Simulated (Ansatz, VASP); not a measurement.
# Two plane-wave programs on TaN

The input INCAR:

```
SYSTEM = TaN
PREC = Accurate
ENCUT = 520
EDIFF = 1E-7
ISMEAR = -1
SIGMA = 0.05
LREAL = .FALSE.
LASPH = .TRUE.
NELM = 100
ALGO = Normal
ISIF = 2
LWAVE = .FALSE.
LCHARG = .FALSE.
GGA = PS
NBANDS = 33
KPAR = 2
```

The input KPOINTS:

```
Automatic mesh
0
G
  6 6 9
  0 0 0
```

Contents of POSCAR:

```
TaN
1.0
    5.1960000000      0.0000000000      0.0000000000
   -2.5980000000      4.4998679981      0.0000000000
    0.0000000000      0.0000000000      2.9110000000
Ta N
3 3
Direct
    0.0000000000      0.0000000000      0.0000000000
    0.6666666667      0.3333333333      0.5000000000
    0.3333333333      0.6666666667      0.5000000000
    0.0000000000      0.3928500000      0.0000000000
    0.6071500000      0.6071500000      0.0000000000
    0.3928500000      0.0000000000      0.0000000000
```

Contents of input.yaml:

```yaml
crystal:
  lattice:
    - [5.196, 0.0, 0.0]
    - [-2.598, 4.4998679981, 0.0]
    - [0.0, 0.0, 2.911]
  atoms:
    - { symbol: Ta, position: [0.0, 0.0, 0.0] }
    - { symbol: Ta, position: [0.6666666667, 0.3333333333, 0.5] }
    - { symbol: Ta, position: [0.3333333333, 0.6666666667, 0.5] }
    - { symbol: "N", position: [0.0, 0.39285, 0.0] }
    - { symbol: "N", position: [0.60715, 0.60715, 0.0] }
    - { symbol: "N", position: [0.39285, 0.0, 0.0] }
hamiltonian:
  xc: pbesol
  pseudopotentials: { kind: paw }
kpoints:
  mp_grid: { grid: [6, 6, 9] }
scf:
  occupations: { method: fermi_dirac, width: 0.05 }
output:
  forces: true
  stress: true
  eigenvalues: true
```

Alike in both runs: task single point; functional PBEsol; k mesh 6 × 6 × 9; occupations fermi-dirac, width 0.05 eV; no spin polarisation.

|  | VASP | Ansatz |
| --- | --- | --- |
| version | VASP 6.6.1 | Ansatz 0.2.0 |
| potentials or method | VASP PAW PBE potentials, release 64 (Ta_pv, N) | Ansatz PAW |
| plane-wave cutoff (eV) | 520 | 420 |
| valence electrons in the cell | 48 | 54 |

Ansatz gave:

* gap on the k mesh at the Fermi level (eV): none
* pressure (GPa): -3.8
* largest component of the traceless stress (GPa): 1.11
* rms of the force components (eV/Å): 0.007

**Question.** Estimate VASP's values.

**Answer.** gap on the k mesh at the Fermi level (eV): none; pressure (GPa): -3.0; largest component of the traceless stress (GPa): 1.21; rms of the force components (eV/Å): 0.010.

Atom by atom the forces differ by 0.004 eV/Å (rms over components). A gap of «none» marks a metal or a gap that the smearing closes. With one functional, cell and mesh, what is left measures potentials, basis and numerics. The two sets of potentials don't hold the same shells in valence.

Caveats: the PAW data sets were made with another functional, which shifts forces and pressure a little (VASP); the pressure holds a Pulay correction of +0.5 GPa for the finite cutoff (Ansatz); the PAW data sets come from PBE, with cores solved anew for the run's functional, which leaves a small shift of forces and pressure (Ansatz). Spin-orbit coupling is left out, which matters for the levels of Ta.
